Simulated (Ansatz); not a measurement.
# Si: a jump of Mg

Level of theory: DFT PBE, scalar-relativistic, plane waves, PAW in Ansatz 0.2.0. Settings: 420 eV cutoff, 2×2×2 k-mesh, shifted by half a step, Gaussian smearing of 0.02 eV, no spin polarisation.

In a supercell of 32 host sites with charge +2, interstitial Mg hops to an equivalent place, moving 2.37 Å between the relaxed ends. Climbing-image nudged elastic band at fixed cell with images 0 (start) to 6 (end), the path measured over all atoms, converged to 0.05 eV/Å; the order of the saddle wasn't checked, and the small cell leaves errors of about a tenth of an eV.

Start:

```
CELL_PARAMETERS angstrom
-5.47009 5.47009 -5.47009
5.47009 5.47009 5.47009
5.47009 -5.47009 -5.47009
ATOMIC_POSITIONS crystal
Si 0.24976 0.24808 0.74808
Si 0.99997 0.49999 0.73486
Si 0.49831 0.25025 0.49831
Si 0.74807 0.74975 0.74807
Si 0.25198 0.50000 0.50171
Si 0.49830 0.99830 0.75026
Si 0.00000 0.75193 0.50168
Si 0.74807 0.24808 0.24975
Si 0.50170 0.50000 0.25194
Si 0.75028 0.99829 0.49829
Si 0.99997 0.23481 0.99998
Si 0.26518 0.76520 0.26519
Si 0.00000 0.00170 0.25195
Si 0.73490 0.49999 0.99998
Si 0.50169 0.75193 0.00000
Si 0.25198 0.00171 0.00000
Si 0.25001 0.24999 0.50001
Si 0.00004 0.50000 0.48842
Si 0.50002 0.25001 0.25001
Si 0.75000 0.74999 0.50000
Si 0.25399 0.50000 0.25399
Si 0.51167 0.01163 0.51164
Si 0.00002 0.75400 0.25399
Si 0.74603 0.24601 0.99999
Si 0.48846 0.50000 0.00001
Si 0.74999 0.00000 0.24998
Si 0.00000 0.24601 0.74602
Si 0.25399 0.75399 0.00001
Si 0.00004 0.98839 0.00002
Si 0.74603 0.50000 0.74602
Si 0.50002 0.75001 0.75001
Si 0.24999 0.00000 0.74998
Mg 0.00012 0.50002 0.00007
```

Atom 33 jumps to (1.368, 4.103, 1.367) Å.

Problem. Give the energy along the band and the structure at its top.

Solution.
| image | path (Å) | E − E(0) (eV) | Mg x (Å) | Mg y (Å) | Mg z (Å) | force on Mg (eV/Å) |
| --- | --- | --- | --- | --- | --- | --- |
| 0 | 0.00 | 0.000 | 2.735 | 2.735 | 2.734 | 0.00 |
| 1 | 0.42 | 0.275 | 2.526 | 2.944 | 2.526 | 1.12 |
| 2 | 0.85 | 0.815 | 2.292 | 3.178 | 2.292 | 1.07 |
| 3 | 1.27 | 1.071 | 2.051 | 3.419 | 2.051 | 0.00 |
| 4 | 1.69 | 0.815 | 1.811 | 3.660 | 1.810 | 1.07 |
| 5 | 2.11 | 0.274 | 1.576 | 3.894 | 1.576 | 1.11 |
| 6 | 2.54 | 0.000 | 1.368 | 4.103 | 1.367 | 0.00 |

Barrier 1.07 eV. Image 3:
```
CELL_PARAMETERS angstrom
-5.47009 5.47009 -5.47009
5.47009 5.47009 5.47009
5.47009 -5.47009 -5.47009
ATOMIC_POSITIONS crystal
Si 0.25113 0.24912 0.74912
Si 0.99033 0.50000 0.72877
Si 0.50026 0.25280 0.50029
Si 0.74747 0.74721 0.74750
Si 0.25220 0.50001 0.51313
Si 0.50026 0.00029 0.75280
Si 0.99998 0.75251 0.49973
Si 0.74747 0.24750 0.24722
Si 0.50202 0.50001 0.25090
Si 0.73909 0.98689 0.48690
Si 0.99033 0.22876 0.00001
Si 0.26158 0.77125 0.27125
Si 0.99998 0.99972 0.25252
Si 0.75095 0.50001 0.00001
Si 0.50202 0.75089 0.00001
Si 0.25220 0.01312 0.00001
Si 0.25005 0.24750 0.50029
Si 0.99783 0.50001 0.48690
Si 0.50256 0.25280 0.25252
Si 0.74977 0.74721 0.49973
Si 0.25970 0.50000 0.27126
Si 0.51095 0.01312 0.51313
Si 0.99890 0.75090 0.25090
Si 0.74801 0.24912 0.00001
Si 0.49908 0.50001 0.00001
Si 0.74976 0.99972 0.24722
Si 0.98846 0.22877 0.72877
Si 0.25970 0.77125 0.00001
Si 0.99783 0.98689 0.00001
Si 0.74801 0.50001 0.74912
Si 0.50256 0.75252 0.75280
Si 0.25005 0.00029 0.74750
Mg 0.12502 0.50001 0.00002
```

Cost: 1 run of about 13 core-minutes, on Arm Neoverse V1 (shared hosts).